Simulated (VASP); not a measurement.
# PbSe (Clausthalite) (Fm-3m) in VASP: further runs, part 2 of 2

VASP 6.6.1. Earlier steps stand in the parts before.

**4. Relaxation of cell and atoms, r2SCAN**

INCAR reads:

```
SYSTEM = PbSe
  ALGO = Normal
  EDIFF = 1E-6
  EDIFFG = -0.01
  ENCUT = 600
  IBRION = 2
  ISIF = 3
  ISMEAR = 0
  LASPH = .TRUE.
  LCHARG = .FALSE.
  LMIXTAU = .TRUE.
  LREAL = .FALSE.
  LWAVE = .FALSE.
  METAGGA = R2SCAN
  NELM = 80
  NSW = 90
  PREC = Accurate
  SIGMA = 0.03
```

KPOINTS reads:

```
k-points
0
G
  8 8 8
  0 0 0
```

POSCAR reads:

```
PbSe
1.0
    0.0000000000      3.0606500000      3.0606500000
    3.0606500000      0.0000000000      3.0606500000
    3.0606500000      3.0606500000      0.0000000000
Pb Se
1 1
Direct
    0.0000000000      0.0000000000      0.0000000000
    0.5000000000      0.5000000000      0.5000000000
```

Started as:

```sh
$ cat potpaw_PBE.64/Pb_d/POTCAR potpaw_PBE.64/Se/POTCAR > POTCAR
$ mpirun -np 1 vasp_std > vasp.out
```

It took 2.2 min on 1 thread of Intel Xeon 6975P-C (Granite Rapids), shared host; peak memory 0.25 GiB.

The run converged. Its results:

```
Free energy                            : -71.9399 eV
Relaxed volume                         : 29.48 Å³/atom
Relaxed cell                           : a = 4.369 Å, b = 4.369 Å, c = 4.369 Å, α = 60.00°, β = 60.00°, γ = 60.00°
Space group after relaxing (to 0.05 Å) : Fm-3m (No. 225)
Energy gained by relaxing              : 3.8 meV/atom
Ionic steps                            : 3
Pressure after relaxing                : 0.0 GPa
Band gap on the k mesh                 : 0.67 eV, direct
```

The path:
```tsv
step	energy change (eV)	largest force (eV/Å)	pressure (GPa)	volume (Å³)
1	0.0000	0.0000	1.55	57.34
2	-0.0063	0.0000	-0.60	59.67
3	-0.0076	0.0000	0.01	58.97
```

Final structure:
```yaml
crystal:
  lattice:
    - [0.00000, 3.08926, 3.08926]
    - [3.08926, 0.00000, 3.08926]
    - [3.08926, 3.08926, 0.00000]
  atoms:
    - { symbol: Pb, position: [0.00000, 0.00000, 0.00000] }
    - { symbol: Se, position: [0.50000, 0.50000, 0.50000] }
```

Levels at points of the mesh, in eV from the valence-band top:
```tsv
k point	band 8	band 9	band 10	band 11	band 12	band 13
(0.00, 0.00, 0.00)	-1.87	-1.87	-1.87	5.00	5.00	5.00
(0.50, 0.00, 0.00)	-1.47	-1.47	0.00	0.67	2.00	2.00
(0.50, 0.50, 0.00)	-4.89	-3.19	-3.19	4.16	5.91	5.91
```

Caveat: the PAW data sets were made with another functional, which shifts forces and pressure a little; spin-orbit coupling is left out, which as a rule narrows the gap of such compounds by several tenths of an eV.

**5. Relaxation of cell and atoms, r2SCAN**

This run uses another cell than the first one, of 29.48 Å³/atom, 1.028 times its volume.

Edit INCAR of step 4 so:

```diff
@@ -2,4 +2,4 @@
   ALGO = Normal
-  EDIFF = 1E-6
-  EDIFFG = -0.01
+  EDIFF = 1E-7
+  EDIFFG = -0.005
   ENCUT = 600
```

KPOINTS is that of step 4.

POSCAR reads:

```
PbSe                                    
1.0
    0.0000000000      3.0892634914      3.0892634914
    3.0892634914      0.0000000000      3.0892634914
    3.0892634914      3.0892634914      0.0000000000
  Pb              Se            
     1     1
Direct
     0.0000000000000000    0.0000000000000000    0.0000000000000000
     0.5000000000000000    0.5000000000000000    0.5000000000000000
```

Started as:

```sh
$ cat potpaw_PBE.64/Pb_d/POTCAR potpaw_PBE.64/Se/POTCAR > POTCAR
$ mpirun -np 1 vasp_std > vasp.out
```

Wall time 64 s (1 thread of Intel Xeon 6975P-C (Granite Rapids), shared host); peak memory 0.23 GiB.

Results (log left out):

```
Free energy             : -71.9402 eV
Pressure after relaxing : 0.0 GPa
Band gap on the k mesh  : 0.67 eV, direct
```

Final structure:
```
CELL_PARAMETERS angstrom
0.00000 3.08926 3.08926
3.08926 0.00000 3.08926
3.08926 3.08926 0.00000
ATOMIC_POSITIONS crystal
Pb 0.00000 0.00000 0.00000
Se 0.50000 0.50000 0.50000
```

Levels at points of the mesh, in eV from the valence-band top:
```tsv
k point	band 6	band 7	band 8	band 9	band 10	band 11	band 12	band 13	band 14
(0.00, 0.00, 0.00)	-13.88	-6.38	-1.87	-1.87	-1.87	5.00	5.00	5.00	7.04
(0.50, 0.00, 0.00)	-12.85	-8.88	-1.47	-1.47	0.00	0.67	2.00	2.00	9.07
(0.50, 0.50, 0.00)	-12.49	-7.48	-4.89	-3.19	-3.19	4.16	5.91	5.91	6.37
```

Caveat: the relaxation stopped at its first step, so nothing moved; the PAW data sets were made with another functional, which shifts forces and pressure a little; spin-orbit coupling is left out, which as a rule narrows the gap of such compounds by several tenths of an eV. A k mesh can miss the band edges.

**6. Single point, PBE**

INCAR reads:

```
ALGO = Fast
EDIFF = 1E-7
ENCUT = 520
GGA = PE
ISIF = 2
ISMEAR = 0
KPAR = 4
LASPH = True
LCHARG = False
LREAL = False
LWAVE = False
NBANDS = 17
NELM = 80
PREC = Accurate
SIGMA = 0.03
```

KPOINTS reads:

```
k-points
0
Gamma
  6 6 6
```

POSCAR reads:

```
PbSe
1.0
    0.0000000000      3.0606500000      3.0606500000
    3.0606500000      0.0000000000      3.0606500000
    3.0606500000      3.0606500000      0.0000000000
Pb Se
1 1
Direct
    0.0000000000      0.0000000000      0.0000000000
    0.5000000000      0.5000000000      0.5000000000
```

Potentials or basis: VASP PAW PBE potentials, release 64 (Pb_d, Se).

Started as:

```sh
$ cat potpaw_PBE.64/Pb_d/POTCAR potpaw_PBE.64/Se/POTCAR > POTCAR
$ mpirun -np 4 vasp_std > vasp.out
```

Run time: 6.8 s. Hardware: 4 MPI ranks of Intel Xeon Platinum 8488C (Sapphire Rapids), shared host; peak memory 0.17 GiB.

It converged, with:

```
Free energy            : -8.1813 eV
Pressure               : 2.4 GPa
Band gap on the k mesh : 0.29 eV, direct
```

Levels at points of the mesh, in eV from the valence-band top:
```
           k point  band 7  band 8  band 9  band 10  band 11  band 12  band 13  band 14
(0.00, 0.00, 0.00)   -6.30   -1.88   -1.88    -1.88     4.71     4.71     4.71     6.52
(0.50, 0.00, 0.00)   -8.80   -1.47   -1.47     0.00     0.29     1.70     1.70     8.55
(0.50, 0.50, 0.00)   -7.38   -4.98   -3.24    -3.24     3.69     5.61     5.61     6.05
```

Caveat: spin-orbit coupling is left out, which as a rule narrows the gap of such compounds by several tenths of an eV.

**7. Summary**

```csv
task,level,cell,k mesh,cutoff (eV),gap on the mesh (eV),pressure (GPa)
relaxation of cell and atoms,PBEsol,relaxed,8 × 8 × 8,600,0.17,0.0
relaxation of cell and atoms,r2SCAN,relaxed,8 × 8 × 8,600,0.67,0.0
single point,PBE,"Fm-3m, 28.67 Å³/atom",6 × 6 × 6,520,0.29,2.4
```

Alike in all rows: potentials or basis VASP PAW PBE potentials, release 64 (Pb_d, Se); no spin polarisation; smearing gaussian 0.03 eV.

Caveats: spin-orbit coupling is left out, which as a rule narrows the gap of such compounds by several tenths of an eV; the relaxation stopped at its first step, so nothing moved (some runs); the PAW data sets were made with another functional, which shifts forces and pressure a little (some runs).

Absolute energies hang on the potentials; compare differences alone.

**8. How close it comes**

Step 6. A measured gap of PbSe is 0.28 eV (direct; 300 K; a printed reference work, monograph); the calculated 0.29 eV misses it by +0.01 eV. 2 values of this kind are on record (0.15 to 0.28 eV); this one was drawn at random. Spin-orbit coupling on Pb, Se is left out. The value is that of PBE on a finite k mesh, which can miss the band edges, without temperature or zero-point motion.
